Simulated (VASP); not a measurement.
Ga:

```
Ga
1.0
    -1.38440    1.38440    2.31122
     1.38440   -1.38440    2.31122
     1.38440    1.38440   -2.31122
Ga
1
Direct
  0.00000 0.00000 0.00000
```

This isn't the form of Ga at room conditions, which is orthorhombic.

Base run:

* Program: VASP 6.6.1
* Functional: PBE
* Potentials or basis: VASP PAW PBE potentials, release 64 (Ga_d)
* Cutoff: 520 eV
* k mesh: 9 × 9 × 9
* Occupations: fermi-dirac, width 0.02 eV
* Spin: no spin polarisation

Its results: band gap on the k mesh none (metal or under the smearing width); pressure 3.8 GPa.

Problem. The run is repeated on the same cell with these changes: k mesh from 9 × 9 × 9 to 6 × 6 × 6; further incar settings from ALGO = Fast; EDIFF = 1e-07; NBANDS = 12 to ALGO = Normal; EDIFF = 1e-06; NBANDS = 12. What comes out?

Solution. Band gap on the k mesh none (metal or under the smearing width); pressure 4.3 GPa.

Caveats: some runs use coarse meshes.
